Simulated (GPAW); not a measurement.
# As (R-3m) in GPAW: settings compared, part 2 of 2

GPAW 26.7.0. The steps go on from the part before.

### Step 3. Relaxation of cell and atoms, PBEsol+D3

Input file run.py:

```python
from ase import Atoms
from ase.calculators.mixing import SumCalculator
from ase.filters import FrechetCellFilter
from ase.io import write
from ase.optimize import FIRE
from dftd3.ase import DFTD3
from gpaw import GPAW, PW, setup_paths

setup_paths.insert(0, '.')

atoms = Atoms(['As', 'As'],
              cell=[[1.8807968987, 1.0858785957, 3.5140619945],
                    [-1.8807968987, 1.0858785957, 3.5140619945],
                    [0.0, -2.1717571915, 3.5140619945]],
              scaled_positions=[[0.226, 0.226, 0.226],
                                [0.774, 0.774, 0.774]],
              pbc=True)

calc = GPAW(mode=PW(600),
            xc='PBEsol',
            kpts={'size': (6, 6, 6), 'gamma': True},
            occupations={'name': 'fermi-dirac', 'width': 0.05},
            nbands=13,
            convergence={'density': 1e-05, 'energy': 1e-05},
            maxiter=150,
            txt='gpaw.txt')
atoms.calc = SumCalculator([calc, DFTD3(method='pbesol', damping='d3zero')])
opt = FIRE(FrechetCellFilter(atoms), trajectory='relax.traj', logfile='-')
done = opt.run(fmax=0.02, steps=60)
calc.write('gs.gpw')
write('result.traj', atoms)
print('Converged:', done)
print('Cell:', atoms.cell.cellpar().round(4))
print('Volume:', round(atoms.get_volume(), 4))
print(atoms.get_scaled_positions().round(5))
```

Potentials or basis: PAW data sets generated in the run's folder for this functional, pw.

Command:

```sh
$ gpaw-setup -f PBEsol As
$ OMP_NUM_THREADS=1 python run.py
```

gpaw.txt:

```text
__  _  _
 | _ |_)|_||  |
 |__||  | ||/\| - 26.7.0

Input parameters:
  mode=PW(ecut=600.0),
  convergence={'density': 1e-05, 'energy': 1e-05},
  kpts=MonkhorstPack(size=(6, 6, 6), gamma=True),
  maxiter=150,
  nbands=13,
  occupations=Occupations(name='fermi-dirac', width=0.05),
  xc=XC(name='PBEsol')

Diagonalizing LCAO Hamiltonian
Converting LCAO to pw mode

       As

       As

Atoms  # Å, Bohr magnetons
|   | symbol |         x |         y |        z |    initial magnetic moments |
|---|--------|-----------|-----------|----------|-----------------------------|
| 0 |     As | -0.000000 | -0.000000 | 2.382534 | ( 0.0000,  0.0000,  0.0000) |
| 1 |     As |  0.000000 | -0.000000 | 8.159652 | ( 0.0000,  0.0000,  0.0000) |
[... 1425 lines left out ...]
       As

       As

Atoms  # Å, Bohr magnetons
|   | symbol |        x |         y |        z |    initial magnetic moments |
|---|--------|----------|-----------|----------|-----------------------------|
| 0 |     As | 0.000000 | -0.000000 | 2.330125 | ( 0.0000,  0.0000,  0.0000) |
| 1 |     As | 0.000000 | -0.000000 | 7.796639 | ( 0.0000,  0.0000,  0.0000) |

Unit cell  # Å
| periodic |         x |         y |        z |  lengths |    angles |
|----------|-----------|-----------|----------|----------|-----------|
|      yes |  1.875422 |  1.082775 | 3.375588 | 4.010512 | 55.760686 |
|      yes | -1.875422 |  1.082775 | 3.375588 | 4.010512 | 55.760686 |
|      yes |  0.000000 | -2.165551 | 3.375588 | 4.010512 | 55.760686 |

Number of symmetries: 12
Symmetry operations  # r_c * U_cc + t_c -> r_c
|    | kind |            matrix            |
|----|------|------------------------------|
|  0 |  E   |  1, 0, 0,  0, 1, 0,  0, 0, 1 |
|  1 |  σ   |  1, 0, 0,  0, 0, 1,  0, 1, 0 |
|  2 |  σ   |  0, 1, 0,  1, 0, 0,  0, 0, 1 |
|  3 |  C3  |  0, 1, 0,  0, 0, 1,  1, 0, 0 |
|  4 |  C3  |  0, 0, 1,  1, 0, 0,  0, 1, 0 |
|  5 |  σ   |  0, 0, 1,  0, 1, 0,  1, 0, 0 |
|  6 |  C2  |  0, 0,-1,  0,-1, 0, -1, 0, 0 |
|  7 |  S6  |  0, 0,-1, -1, 0, 0,  0,-1, 0 |
[... 176 lines left out ...]
       As

       As

Atoms  # Å, Bohr magnetons
|   | symbol |        x |         y |        z |    initial magnetic moments |
|---|--------|----------|-----------|----------|-----------------------------|
| 0 |     As | 0.000000 | -0.000000 | 2.310318 | ( 0.0000,  0.0000,  0.0000) |
| 1 |     As | 0.000000 | -0.000000 | 7.712841 | ( 0.0000,  0.0000,  0.0000) |

Unit cell  # Å
| periodic |         x |         y |        z |  lengths |    angles |
|----------|-----------|-----------|----------|----------|-----------|
|      yes |  1.877696 |  1.084088 | 3.341053 | 3.982916 | 56.255286 |
|      yes | -1.877696 |  1.084088 | 3.341053 | 3.982916 | 56.255286 |
|      yes |  0.000000 | -2.168176 | 3.341053 | 3.982916 | 56.255286 |

Number of symmetries: 12
Symmetry operations  # r_c * U_cc + t_c -> r_c
|    | kind |            matrix            |
|----|------|------------------------------|
|  0 |  E   |  1, 0, 0,  0, 1, 0,  0, 0, 1 |
|  1 |  σ   |  1, 0, 0,  0, 0, 1,  0, 1, 0 |
|  2 |  σ   |  0, 1, 0,  1, 0, 0,  0, 0, 1 |
|  3 |  C3  |  0, 1, 0,  0, 0, 1,  1, 0, 0 |
|  4 |  C3  |  0, 0, 1,  1, 0, 0,  0, 1, 0 |
|  5 |  σ   |  0, 0, 1,  0, 1, 0,  1, 0, 0 |
|  6 |  C2  |  0, 0,-1,  0,-1, 0, -1, 0, 0 |
|  7 |  S6  |  0, 0,-1, -1, 0, 0,  0,-1, 0 |
[... 310 lines left out ...]
convergence criteria:
- Maximum integral of absolute [dens]ity change: 1e-05 electrons / valence electron
- Maximum [total energy] change in last 3 cyles: 1e-05 eV / valence electron
- Maximum integral of absolute [eigenst]ate change: 4e-08 eV^2 / valence electron
maximum number of iterations: 150

SCF iterations
|iter     | |      energy | eigst |  dens |
|---------|-|-------------|-------|-------|
|iter:   1| |  -10.233115 | -5.43 |       |
|iter:   2| |  -10.233114 | -8.06c| -3.41 |
|iter:   3| |  -10.233106c| -7.02 | -3.44 |
|iter:   4| |  -10.233106c| -7.56c| -4.25 |
|iter:   5| |  -10.233106c| -8.23c| -4.77 |
|iter:   6| |  -10.233106c| -8.80c| -5.35c|

Converged in 6 steps
Energy contributions relative to reference atoms: (reference = -122918.886158)

Energy contributions:
  Kinetic:          19.270209
  Coulomb:         -18.363312
  Zero:             -0.024252
  External:          0.000000
  Xc:              -11.114484
  Entropy:          -0.002533
  Spinorbit:         0.000000
  ----------------------------
  Free energy:     -10.234372
  Extrapolated:    -10.233106
[... 173 lines left out ...]
convergence criteria:
- Maximum integral of absolute [dens]ity change: 1e-05 electrons / valence electron
- Maximum [total energy] change in last 3 cyles: 1e-05 eV / valence electron
- Maximum integral of absolute [eigenst]ate change: 4e-08 eV^2 / valence electron
maximum number of iterations: 150

SCF iterations
|iter     | |      energy | eigst |  dens |
|---------|-|-------------|-------|-------|
|iter:   1| |  -10.233546 | -4.81 |       |
|iter:   2| |  -10.233542 | -7.46c| -3.11 |
|iter:   3| |  -10.233517c| -6.43 | -3.14 |
|iter:   4| |  -10.233516c| -7.76c| -3.95 |
|iter:   5| |  -10.233516c| -8.13c| -4.48 |
|iter:   6| |  -10.233516c| -8.69c| -5.02c|

Converged in 6 steps
Energy contributions relative to reference atoms: (reference = -122918.886158)

Energy contributions:
  Kinetic:          19.188656
  Coulomb:         -18.298505
  Zero:             -0.024096
  External:          0.000000
  Xc:              -11.098317
  Entropy:          -0.002507
  Spinorbit:         0.000000
  ----------------------------
  Free energy:     -10.234770
  Extrapolated:    -10.233516
[... 1601 lines left out ...]
convergence criteria:
- Maximum integral of absolute [dens]ity change: 1e-05 electrons / valence electron
- Maximum [total energy] change in last 3 cyles: 1e-05 eV / valence electron
- Maximum integral of absolute [eigenst]ate change: 4e-08 eV^2 / valence electron
maximum number of iterations: 150

SCF iterations
|iter     | |      energy | eigst |  dens |
|---------|-|-------------|-------|-------|
|iter:   1| |  -10.238160 | -7.57c|       |
|iter:   2| |  -10.238160 | -8.94c| -4.42 |
|iter:   3| |  -10.238160c| -7.87c| -4.46 |
|iter:   4| |  -10.238160c| -8.89c| -5.26c|

Converged in 4 steps
Energy contributions relative to reference atoms: (reference = -122918.886158)

Energy contributions:
  Kinetic:          18.184915
  Coulomb:         -17.511037
  Zero:             -0.022624
  External:          0.000000
  Xc:              -10.888368
  Entropy:          -0.002091
  Spinorbit:         0.000000
  ----------------------------
  Free energy:     -10.239205
  Extrapolated:    -10.238160
[... 173 lines left out ...]
convergence criteria:
- Maximum integral of absolute [dens]ity change: 1e-05 electrons / valence electron
- Maximum [total energy] change in last 3 cyles: 1e-05 eV / valence electron
- Maximum integral of absolute [eigenst]ate change: 4e-08 eV^2 / valence electron
maximum number of iterations: 150

SCF iterations
|iter     | |      energy | eigst |  dens |
|---------|-|-------------|-------|-------|
|iter:   1| |  -10.238143 | -6.98 |       |
|iter:   2| |  -10.238143 | -8.32c| -4.12 |
|iter:   3| |  -10.238142c| -8.51c| -4.16 |
|iter:   4| |  -10.238142c| -8.85c| -4.98 |
|iter:   5| |  -10.238142c| -9.45c| -5.45c|

Converged in 5 steps
Energy contributions relative to reference atoms: (reference = -122918.886158)

Energy contributions:
  Kinetic:          18.195835
  Coulomb:         -17.519795
  Zero:             -0.022987
  External:          0.000000
  Xc:              -10.890150
  Entropy:          -0.002091
  Spinorbit:         0.000000
  ----------------------------
  Free energy:     -10.239188
  Extrapolated:    -10.238142
[... 173 lines left out ...]
convergence criteria:
- Maximum integral of absolute [dens]ity change: 1e-05 electrons / valence electron
- Maximum [total energy] change in last 3 cyles: 1e-05 eV / valence electron
- Maximum integral of absolute [eigenst]ate change: 4e-08 eV^2 / valence electron
maximum number of iterations: 150

SCF iterations
|iter     | |      energy | eigst |  dens |
|---------|-|-------------|-------|-------|
|iter:   1| |  -10.238118 | -6.64 |       |
|iter:   2| |  -10.238118 | -7.99c| -3.96 |
|iter:   3| |  -10.238117c| -8.18c| -3.99 |
|iter:   4| |  -10.238117c| -8.53c| -4.82 |
|iter:   5| |  -10.238117c| -9.14c| -5.30c|

Converged in 5 steps
Energy contributions relative to reference atoms: (reference = -122918.886158)

Energy contributions:
  Kinetic:          18.210329
  Coulomb:         -17.531753
  Zero:             -0.022932
  External:          0.000000
  Xc:              -10.892716
  Entropy:          -0.002092
  Spinorbit:         0.000000
  ----------------------------
  Free energy:     -10.239163
  Extrapolated:    -10.238117
[... 31 lines left out ...]
Forces  # eV/Ang
|        x |        y |        z |
|----------|----------|----------|
| -0.00000 | -0.00000 |  0.00079 |  # As   0
|  0.00000 |  0.00000 | -0.00079 |  # As   1

# Writing to gs.gpw (mode='')
```

It took 2.9 min on 1 thread of Arm Neoverse V1, shared host; peak memory 0.27 GiB.

Results:

* Free energy: -10.6402 eV
* Relaxed volume: 20.66 Å³/atom
* Relaxed cell: a = 3.994 Å, b = 3.994 Å, c = 3.994 Å, α = 56.43°, β = 56.43°, γ = 56.43°
* Space group after relaxing (to 0.05 Å): R-3m (No. 166)
* Energy gained by relaxing: 12.9 meV/atom
* Ionic steps: 21
* Pressure after relaxing: -0.1 GPa
* Largest force after relaxing: 0.014 eV/Å
* Band gap on the k mesh: none (metal or under the smearing width)
* Dispersion energy per atom: -0.201 eV

Forces on the atoms (eV/Å):
```
As   0.000  0.000 -0.014
As   0.000  0.000  0.014
```

The path:
```csv
step,energy change (eV),largest force (eV/Å),pressure (GPa),volume (Å³)
1,0.0000,0.3011,-0.79,43.06
2,-0.0024,0.2593,-0.84,42.99
3,-0.0065,0.1861,-0.89,42.85
4,-0.0110,0.1000,-0.90,42.63
5,-0.0154,0.0254,-0.79,42.32
6,-0.0192,0.0188,-0.55,41.94
7,-0.0221,0.0333,-0.16,41.53
8,-0.0238,0.0320,0.31,41.13
9,-0.0241,0.0333,0.71,40.81
10,-0.0242,0.0347,0.68,40.82
11,-0.0244,0.0370,0.61,40.86
12,-0.0246,0.0400,0.53,40.90
13,-0.0249,0.0428,0.42,40.96
14,-0.0252,0.0447,0.30,41.03
15,-0.0254,0.0444,0.17,41.11
16,-0.0256,0.0409,0.05,41.18
17,-0.0257,0.0322,-0.07,41.26
18,-0.0258,0.0167,-0.15,41.33
19,-0.0258,0.0163,-0.15,41.33
20,-0.0258,0.0154,-0.14,41.33
21,-0.0258,0.0140,-0.13,41.32
```

Final structure:
```yaml
crystal:
  lattice:
    - [1.88808, 1.09009, 3.34628]
    - [-1.88808, 1.09009, 3.34628]
    - [0.00000, -2.18017, 3.34628]
  atoms:
    - { symbol: As, position: [0.22990, 0.22990, 0.22990] }
    - { symbol: As, position: [0.77010, 0.77010, 0.77010] }
```

Caveat: later steps reuse the first step's grids; pairwise dispersion overbinds metals, which lowers pressure and volume.

### Step 4. Single point, HSE06

Input file run.py:

```python
import spglib
from ase import Atoms
from ase.dft.bandgap import bandgap
from ase.io import read, write
from ase.parallel import parprint
from gpaw import GPAW, PW

atoms = read('As.cif')
cell, positions, numbers = spglib.find_primitive(
    (atoms.cell[:], atoms.get_scaled_positions(), atoms.numbers), symprec=1e-4)
atoms = Atoms(numbers, cell=cell, scaled_positions=positions, pbc=True)

calc = GPAW(mode=PW(500),
            xc='HSE06',
            kpts={'size': (3, 3, 3), 'gamma': True},
            occupations={'name': 'fermi-dirac', 'width': 0.05},
            nbands=10,
            convergence={'density': 1e-05, 'energy': 1e-05},
            symmetry={'point_group': False},
            maxiter=60,
            txt='gpaw.txt')
atoms.calc = calc
energy = atoms.get_potential_energy()
forces = atoms.get_forces()
calc.write('gs.gpw')
write('result.traj', atoms)
parprint(f'Energy: {energy:.6f} eV')
parprint('Forces (eV/A):')
parprint(forces.round(4))
parprint('Fermi level:', round(calc.get_fermi_level(), 4), 'eV')
parprint(f'Gap: {bandgap(calc)[0]:.4f} eV, direct: {bandgap(calc, direct=True)[0]:.4f} eV')
```

Input file As.cif:

```cif
data_As
_cell_length_a 3.76159380
_cell_length_b 3.76159380
_cell_length_c 10.54218598
_cell_angle_alpha 90.00000000
_cell_angle_beta 90.00000000
_cell_angle_gamma 120.00000000
_space_group_name_H-M_alt 'R-3m'
_space_group_name_Hall '-R 3 2"'
_space_group_IT_number 166
loop_
_space_group_symop_operation_xyz
'x,y,z'
'-x,-y,-z'
'-y,x-y,z'
'y,-x+y,-z'
'-x+y,-x,z'
'x-y,x,-z'
'y,x,-z'
'-y,-x,z'
'x-y,-y,-z'
'-x+y,y,z'
'-x,-x+y,-z'
'x,x-y,z'
'x+2/3,y+1/3,z+1/3'
'-x+2/3,-y+1/3,-z+1/3'
'-y+2/3,x-y+1/3,z+1/3'
'y+2/3,-x+y+1/3,-z+1/3'
'-x+y+2/3,-x+1/3,z+1/3'
'x-y+2/3,x+1/3,-z+1/3'
'y+2/3,x+1/3,-z+1/3'
'-y+2/3,-x+1/3,z+1/3'
'x-y+2/3,-y+1/3,-z+1/3'
'-x+y+2/3,y+1/3,z+1/3'
'-x+2/3,-x+y+1/3,-z+1/3'
'x+2/3,x-y+1/3,z+1/3'
'x+1/3,y+2/3,z+2/3'
'-x+1/3,-y+2/3,-z+2/3'
'-y+1/3,x-y+2/3,z+2/3'
'y+1/3,-x+y+2/3,-z+2/3'
'-x+y+1/3,-x+2/3,z+2/3'
'x-y+1/3,x+2/3,-z+2/3'
'y+1/3,x+2/3,-z+2/3'
'-y+1/3,-x+2/3,z+2/3'
'x-y+1/3,-y+2/3,-z+2/3'
'-x+y+1/3,y+2/3,z+2/3'
'-x+1/3,-x+y+2/3,-z+2/3'
'x+1/3,x-y+2/3,z+2/3'
loop_
_atom_site_label
_atom_site_type_symbol
_atom_site_symmetry_multiplicity
_atom_site_Wyckoff_symbol
_atom_site_fract_x
_atom_site_fract_y
_atom_site_fract_z
_atom_site_occupancy
As1 As 6 c 0.0000000000 0.0000000000 0.2260000000 1
```

Potentials or basis: GPAW PAW data sets (gpaw-data 1.2.1), pw.

Command:

```sh
$ OMP_NUM_THREADS=1 mpirun -n 4 gpaw python run.py
```

Run time: 3.6 min. Hardware: 4 MPI ranks of Arm Neoverse V2, shared host; peak memory 0.17 GiB.

The run converged. Its results:

| Property | Result |
| --- | --- |
| Free energy | -34.9428 eV |
| Largest force | 0.196 eV/Å |
| Band gap on the k mesh | 1.61 eV, indirect (least direct gap 2.19 eV) |

Forces on the atoms (eV/Å):
```
As   0.000  0.000 -0.196
As   0.000  0.000  0.196
```

Levels at points of the mesh, in eV from the valence-band top:
| k point | band 2 | band 3 | band 4 | band 5 | band 6 |
| --- | --- | --- | --- | --- | --- |
| (0.00, 0.00, 0.00) | -5.73 | -2.23 | -1.72 | -1.72 | 2.80 |

Caveat: the k mesh is coarse (spacing up to 0.67 Å⁻¹), so the values aren't converged, least of all with exact exchange; exact exchange converges slowly with the k mesh, and this mesh is small; the PAW data sets were made with another functional, which shifts forces and pressure a little; an odd mesh through Γ misses points on the zone boundary, where band edges often lie.

### Step 5. Overview

```csv
task,level,potentials or basis,cell,k mesh,cutoff (eV),maxiter,optimizer,fmax,max steps,ranks,mesh quality,gap on the mesh (eV),pressure (GPa),relaxed volume (Å³/atom),largest force (eV/Å)
relaxation of cell and atoms,r2SCAN,"GPAW PAW data sets (gpaw-data 1.2.1), pw",relaxed,6 × 6 × 6,600,150,FIRE,0.05 eV/Å,100,-,not flagged,none,0.0,22.05,0.03
relaxation of cell and atoms,PBEsol+D3,"PAW data sets generated in the run's folder for this functional, pw",relaxed,6 × 6 × 6,600,150,FIRE,0.02 eV/Å,60,-,not flagged,none,-0.1,20.66,0.01
single point,HSE06,"GPAW PAW data sets (gpaw-data 1.2.1), pw",as given,3 × 3 × 3,500,60,-,-,-,4,coarse,1.61,-,-,0.20
```

Alike in all rows: no spin polarisation; smearing fermi-dirac 0.05 eV.

Caveats: some runs use coarse meshes; later steps reuse the first step's grids (some runs); the PAW data sets were made with another functional, which shifts forces and pressure a little (some runs); pairwise dispersion overbinds metals, which lowers pressure and volume (some runs); exact exchange converges slowly with the k mesh, and this mesh is small (some runs); an odd mesh through Γ misses points on the zone boundary, where band edges often lie (some runs).

Total energies depend on the potentials used, so only differences within one code and one set of settings carry meaning.
